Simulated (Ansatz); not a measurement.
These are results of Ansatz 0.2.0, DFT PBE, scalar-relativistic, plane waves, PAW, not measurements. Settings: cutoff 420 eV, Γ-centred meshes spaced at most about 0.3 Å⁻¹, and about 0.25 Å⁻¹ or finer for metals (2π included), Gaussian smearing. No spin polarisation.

The zero of energy is the elements' standard structures at the same level; no fitted shifts are applied.

Temperature and zero-point effects are left out. The comparison covers the computed candidates alone. No dispersion correction is applied, so the spacing and binding between layers, chains or molecules are poorly described. These runs have no spin–orbit coupling, which can matter for Te. The reference form of Te is held partly by dispersion forces, which this level lacks.

A search for Be3Te4 gave 7 distinct relaxed structures. Coordination counts Te atoms around Be (those within 1.25 times the shortest such distance or 1.15 times the sum of covalent radii). Cells relaxed within their symmetry can be saddle points.

Question: What is the best candidate for Be3Te4?

Answer: The one with space group Pmm2 (No. 25), reached from: a relaxed cell, shaken at random and relaxed again. It has a = 3.855 Å, b = 7.847 Å, c = 12.320 Å, 26.6 Å³/atom, no gap on the mesh. Around Be on a site of symmetry m lie 4 Te at 2.42–2.44 Å; Be on a second site of symmetry m has 4 Te at 2.40–2.47 Å; around Be on a site of symmetry mm2 lie 4 Te at 2.38–2.40 Å; Te on a site of symmetry mm2 has 2 Be at 2.42 Å; 6 more sites not described. Its energy over the elements is −0.21 eV/atom. It lies below the elements, which doesn't yet make it stable against other compounds or structures. An observed structure of this formula, if there is one, may be missing.

```cif
data_structure
_symmetry_space_group_name_H-M 'Pmm2'
_symmetry_Int_Tables_number 25
_cell_length_a 3.8550
_cell_length_b 7.8474
_cell_length_c 12.3199
_cell_angle_alpha 90.000
_cell_angle_beta 90.000
_cell_angle_gamma 90.000
_cell_volume 372.70
loop_
_atom_site_label
_atom_site_type_symbol
_atom_site_symmetry_multiplicity
_atom_site_Wyckoff_symbol
_atom_site_fract_x
_atom_site_fract_y
_atom_site_fract_z
_atom_site_occupancy
Be1 Be 2 g 0.00000 0.24447 0.23764 1
Be2 Be 2 g 0.00000 0.27348 0.76643 1
Be3 Be 1 d 0.50000 0.50000 0.01088 1
Be4 Be 1 c 0.50000 0.00000 0.99109 1
Te1 Te 1 a 0.00000 0.00000 0.35683 1
Te2 Te 1 b 0.00000 0.50000 0.34738 1
Te3 Te 2 h 0.50000 0.31959 0.64555 1
Te4 Te 1 b 0.00000 0.50000 0.89708 1
Te5 Te 1 a 0.00000 0.00000 0.86538 1
Te6 Te 2 h 0.50000 0.24231 0.11603 1
```

Question: How much higher is the Pmn2_1 structure with 24.4 Å³/atom and coordination Be 4 (reached from: a cell proposed by chemical analogy)?

Answer: 66 meV/atom. It has no gap on its mesh.

Question: How much higher is the P-4m2 structure with 25.2 Å³/atom and coordination Be 4 (reached from: a cell proposed by chemical analogy)?

Answer: 49 meV/atom. It has no gap on its mesh.
